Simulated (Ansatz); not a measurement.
**CdS: the cell at several levels of theory**

The task here is to estimate one member of a computed series from the others.

Code: Ansatz 0.2.0. PAW datasets, plane waves, zero pressure. Spin-unpolarised throughout; all numbers are computed.

## The cell

The symmetry is P6_3mc (No. 186, hexagonal); conventional cell a = 4.150 Å, c = 6.737 Å, 25.12 Å³ an atom. Cd has 4 S at 2.53–2.54 Å; S has 4 Cd at 2.53–2.54 Å.

The structure in full:

```cif
data_structure
_symmetry_space_group_name_H-M 'P 1'
_symmetry_Int_Tables_number 1
_cell_length_a 4.1500
_cell_length_b 4.1500
_cell_length_c 6.7370
_cell_angle_alpha 90.000
_cell_angle_beta 90.000
_cell_angle_gamma 120.000
_cell_volume 100.48
loop_
_atom_site_label
_atom_site_type_symbol
_atom_site_fract_x
_atom_site_fract_y
_atom_site_fract_z
_atom_site_occupancy
Cd1 Cd 0.33333 0.66667 0.00000 1
Cd2 Cd 0.66667 0.33333 0.50000 1
S1 S 0.33333 0.66667 0.37500 1
S2 S 0.66667 0.33333 0.87500 1
```

Set-up of the first run:

The input, input.yaml:

```yaml
crystal:
  lattice:
    - [4.15, 0.0, 0.0]
    - [-2.075, 3.5940054257, 0.0]
    - [0.0, 0.0, 6.737]
  atoms:
    - { symbol: Cd, position: [0.3333333333, 0.6666666667, 0.0] }
    - { symbol: Cd, position: [0.6666666667, 0.3333333333, 0.5] }
    - { symbol: S, position: [0.3333333333, 0.6666666667, 0.375] }
    - { symbol: S, position: [0.6666666667, 0.3333333333, 0.875] }
kpoints:
  mp_grid: { grid: [6, 6, 4] }
hamiltonian:
  xc: pbe
scf:
  occupations: { method: fermi_dirac, width: 0.02 }
relax:
  f_tol: 0.005
  cell: {}
output:
  write_density: true
  write_potential: true
  elf: true
  volumetric_format: npy
```

Launch:

```bash
ansatz run input.yaml --threads 2 --pin off --max-ram 2211MiB --backend cpu --events-out ev --progress --plain --runs-dir out
```

Steps of the session up to this table: Relaxation with PBE; Relaxation with r2SCAN; PBEsol: cell and atoms; Relaxation with LDA.

One of the session's tables, all rows but one given; the rest of the session is left out.

```
 level  a (Å)  c (Å)  volume (Å³/atom)
   PBE      ?      ?                 ?
r2SCAN  4.165  6.766            25.407
PBEsol  4.125  6.708            24.718
   LDA  4.075  6.635            23.852
```

Estimate the missing values for PBE.

**Answer.** a (Å): 4.197; c (Å): 6.828; volume (Å³/atom): 26.039. In the column «a (Å)» it is the highest.

**Reading.** The first relaxation changed the volume by +3.7 % from the start. The volume runs from LDA (least) to PBE (most), a spread of 9.2 %, or 3.0 % in length if all axes shared it alike. A measured a is 4.1354 Å (300 K; a printed reference work, data compilation); the misses are PBE +1.5 %, r2SCAN +0.7 %, PBEsol -0.2 %, LDA -1.5 %. A measured c is 6.712 Å (300 K; a printed reference work, data compilation); the misses are PBE +1.7 %, r2SCAN +0.8 %, PBEsol -0.1 %, LDA -1.1 %. The calculation is for a static lattice, without the thermal expansion and zero-point motion that a deposited cell holds.

**Measured values.**

A printed reference work, data compilation reports, for a bulk crystal of CdS at 300 K: lattice constant a 4.1354 ± 0.0008 Å; lattice constant c 6.712 ± 0.0007 Å.
